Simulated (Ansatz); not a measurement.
Runs of Ansatz 0.2.0 on Tc. It takes space group P6_3/mmc (No. 194, hexagonal). Conventional cell: a = 2.740 Å, b = 2.740 Å, c = 4.398 Å, α = 90.00°, β = 90.00°, γ = 120.00°. Around Tc (site symmetry -6m2) lie 12 Tc at 2.71 to 2.74 Å. 

```tsv
task	level	cell	k mesh	points for each segment of the path	mesh quality	gap on the mesh (eV)	pressure (GPa)
band structure	PBE	as given	6 × 6 × 4	14	coarse	none	3.7
band structure	revPBE	as given	6 × 6 × 4	14	coarse	none	6.4
relaxation of cell and atoms	PBEsol+D4	relaxed	11 × 11 × 6	-	not flagged	none	0.0
single point	PBE	as given	11 × 11 × 6	-	not flagged	none	(a)
band structure	RPBE	as given	6 × 6 × 4	14	coarse	none	7.6
```

Alike in all rows: potentials or basis Ansatz PAW earlier set; no spin polarisation; cutoff (eV) 500; smearing fermi-dirac 0.05 eV.

**Question.** Fill in the values left out.

**Answer.** (a) 2.9.

Caveats: some runs use coarse meshes; the PAW data sets come from PBE, with cores solved anew for the run's functional, which leaves a small shift of forces and pressure (some runs); the potentials were made for another functional, which shifts forces and pressure (some runs); the plane-wave basis is chosen anew once the cell has moved, so the energies of steps on either side of that aren't comparable (some runs); pairwise dispersion overbinds metals, which lowers pressure and volume (some runs).

A k mesh can miss the band edges, and the runs leave out spin-orbit coupling on Tc.

A gap of «none» marks a metal or a gap under the smearing width.

Not every run made on this cell is shown here.
